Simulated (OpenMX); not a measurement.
Crystal: P.

```
P
1.0
     1.72573    0.99635    3.12968
    -1.72573    0.99635    3.12968
     0.00000   -1.99270    3.12968
P
2
Direct
  0.77292 0.77292 0.77292
  0.22708 0.22708 0.22708
```

This isn't the form of P at room conditions, which is orthorhombic.

```yaml
Program: OpenMX 3.8.5
Task: single point
Functional: PBE
Potentials_or_basis: OpenMX 2013 PBE set, P7.0-s2p2d1f1, grid cutoff 300 Ry
k_mesh: 9 × 9 × 9
Occupations: fermi-dirac, width 0.05 eV
Spin: no spin polarisation
```

On this cell: pressure 3.2 GPa; largest force 0.518 eV/Å; band gap on the k mesh none (metal or under the smearing width).

The same run follows on a disturbed copy (atoms moved at random, drawn with an rms of 0.05 Å):

```
CELL_PARAMETERS angstrom
1.72573 0.99635 3.12968
-1.72573 0.99635 3.12968
0.00000 -1.99270 3.12968
ATOMIC_POSITIONS crystal
P 0.76363 0.77121 0.76339
P 0.22196 0.22899 0.22684
```

Problem. What changes?

Solution. The energy (extrapolated to zero smearing) moves by -7.4 meV/atom; pressure 1.3 GPa; largest force 0.059 eV/Å; band gap on the k mesh none (metal or under the smearing width).

Forces on the atoms (eV/Å):
```
P    0.004 -0.050 -0.031
P   -0.005  0.050  0.031
```

Caveats: the basis of atomic orbitals isn't converged, which shifts pressures, moduli and gaps.
